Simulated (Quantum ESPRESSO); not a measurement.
## TiO2 in Quantum ESPRESSO: convergence with density cutoff

Crystal: TiO2.

```
Ti O
1.0
     6.15358   -1.88347    0.00000
     6.15358    1.88347    0.00000
    -1.92833    0.00000    6.32897
Ti O
4 8
Direct
  0.90007 0.90007 0.28960
  0.19529 0.19529 0.28376
  0.09993 0.09993 0.71040
  0.80471 0.80471 0.71624
  0.36193 0.36193 0.29340
  0.26349 0.26349 0.65250
  0.86719 0.86719 0.99529
  0.73651 0.73651 0.34750
  0.94165 0.94165 0.63002
  0.13281 0.13281 0.00471
  0.63807 0.63807 0.70660
  0.05835 0.05835 0.36998
```

The cell comes from a database or a generator and needn't be the stable form of this composition.

```yaml
Program: Quantum ESPRESSO 7.5
Task: single point
Functional: PBEsol
Potentials_or_basis: GBRV 1.5 PBEsol
Cutoff: 612 eV
Density_cutoff: 2449 eV
k_mesh: 4 × 4 × 2
Occupations: methfessel-paxton, width 0.05 eV
Spin: no spin polarisation
```

These are the settings of the first run; the series varies density cutoff, with any setting tied to it.

Hardware: 1 thread of Arm Neoverse V1, on a shared host.

| density cutoff | energy less the tightest run, at zero smearing (meV/atom) | SCF cycles | CPU time (s) | peak memory (GiB) |
| --- | --- | --- | --- | --- |
| 180 Ry | -0.45 | 13 | 210 | 0.26 |
| 225 Ry | 0.04 | 13 | 210 | 0.32 |
| 270 Ry | 0.06 | 13 | 210 | 0.37 |
| 315 Ry | 0.02 | 13 | 220 | 0.44 |
| 360 Ry | -0.08 | 13 | 230 | 0.52 |
| 450 Ry | 0.00 | 13 | 230 | 0.69 |
| 540 Ry | -0.02 | 13 | 240 | 0.83 |
| 720 Ry | 0.00 | 13 | 270 | 1.2 |

Against the tightest run, the energy stays within 1 meV/atom from 180 Ry on. The tightest run that finished is the yardstick and may itself not be fully converged.

Caveat, for the tightest run too: the k mesh is coarse (spacing up to 0.50 Å⁻¹), so the values aren't converged; this smearing can shift energies of a crystal with a gap.
